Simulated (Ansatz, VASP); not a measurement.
One calculation of SnSe2, two programs

```
CELL_PARAMETERS angstrom
3.83808 0.00000 0.00000
-1.91904 3.32387 0.00000
0.00000 0.00000 6.01468
ATOMIC_POSITIONS crystal
Sn 0.00000 0.00000 0.00000
Se 0.33333 0.66667 0.26509
Se 0.66667 0.33333 0.73491
```

Alike in both runs: functional PBE; dispersion D3(BJ); k mesh 12 × 12 × 6; occupations gaussian, width 0.02 eV; no spin polarisation.

Ansatz relaxed the structure, and its values are those at the end. VASP's run is a single point on that final structure, the one shown.

|  | VASP | Ansatz |
| --- | --- | --- |
| version | VASP 6.6.1 | Ansatz 0.2.0 |
| potentials or method | VASP PAW PBE potentials, release 64 (Sn_d, Se) | scalar-relativistic, plane waves, PAW |
| plane-wave cutoff (eV) | 520 | 420 |
| valence electrons in the cell | 26 | 46 |

VASP gave:

```
gap on the k mesh at the Fermi level (eV) : 0.35
least direct gap on the mesh (eV)         : 0.83
pressure (GPa)                            : 0.1
rms of the force components (eV/Å)        : 0.006
```

Task: Which values does Ansatz return?

Result: gap on the k mesh at the Fermi level (eV): 0.35; least direct gap on the mesh (eV): 0.84; pressure (GPa): 0.0; rms of the force components (eV/Å): 0.001.

The two sets of potentials don't hold the same shells in valence.

Caveats: spin-orbit coupling is left out, which moves the levels of the heavy elements.
